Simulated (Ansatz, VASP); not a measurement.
BeS in VASP and in Ansatz

INCAR

```
SYSTEM = BeS
  PREC = Accurate
  ENCUT = 600
  EDIFF = 1E-6
  ISMEAR = 0
  SIGMA = 0.02
  LREAL = .FALSE.
  LASPH = .TRUE.
  NELM = 60
  ALGO = Normal
  ISIF = 3
  LWAVE = .FALSE.
  LCHARG = .FALSE.
  GGA = PS
  IBRION = 2
  NSW = 70
  EDIFFG = -0.005
```

KPOINTS

```
Automatic mesh
0
G
  8 8 8
  0 0 0
```

File POSCAR:

```
BeS
1.0
    0.0000000000      2.4379189251      2.4379189251
    2.4379189251      0.0000000000      2.4379189251
    2.4379189251      2.4379189251      0.0000000000
Be S
1 1
Direct
    0.0000000000      0.0000000000      0.0000000000
    0.2500000000      0.2500000000      0.2500000000
```

Input for Ansatz:

```yaml
crystal:
  lattice:
    - [0.0, 2.4379189251, 2.4379189251]
    - [2.4379189251, 0.0, 2.4379189251]
    - [2.4379189251, 2.4379189251, 0.0]
  atoms:
    - { symbol: Be, position: [0.0, 0.0, 0.0] }
    - { symbol: S, position: [0.25, 0.25, 0.25] }
basis:
  ecutwfc: 420
kpoints:
  mp_grid: { grid: [8, 8, 8] }
hamiltonian:
  xc: pbesol
scf:
  occupations: { method: gaussian, width: 0.02 }
output:
  forces: true
  stress: true
  eigenvalues: true
relax:
  adjacent_minimum: "off"
  f_tol: 0.005
  max_steps: 50
  cell: { stress_tol: 0.05 }
```

Alike in both runs: task relaxation of cell and atoms; functional PBEsol; k mesh 8 × 8 × 8; occupations gaussian, width 0.02 eV; no spin polarisation.

|  | VASP | Ansatz |
| --- | --- | --- |
| version | VASP 6.6.1 | Ansatz 0.2.0 |
| potentials or method | VASP PAW PBE potentials, release 64 (Be, S) | scalar-relativistic, plane waves, PAW |
| plane-wave cutoff (eV) | 600 | 420 |
| valence electrons in the cell | 8 | 8 |

Ansatz gave:

```
gap on the k mesh at the Fermi level, each at its own relaxed structure (eV) : 2.91
relaxed volume (Å³/atom)                                                     : 14.15
relaxed cell length with the largest relative difference (Å)                 : 3.421
energy change over the relaxation (meV/atom)                                 : -2
```

Estimate VASP's values.

gap on the k mesh at the Fermi level, each at its own relaxed structure (eV): 2.92; relaxed volume (Å³/atom): 14.18; relaxed cell length with the largest relative difference (Å): 3.423; energy change over the relaxation (meV/atom): -2.

Caveats: the PAW data sets were made with another functional, which shifts forces and pressure a little (VASP). A k mesh can miss the band edges. A hybrid or GW would open this gap; PBEsol tends to underestimate it.
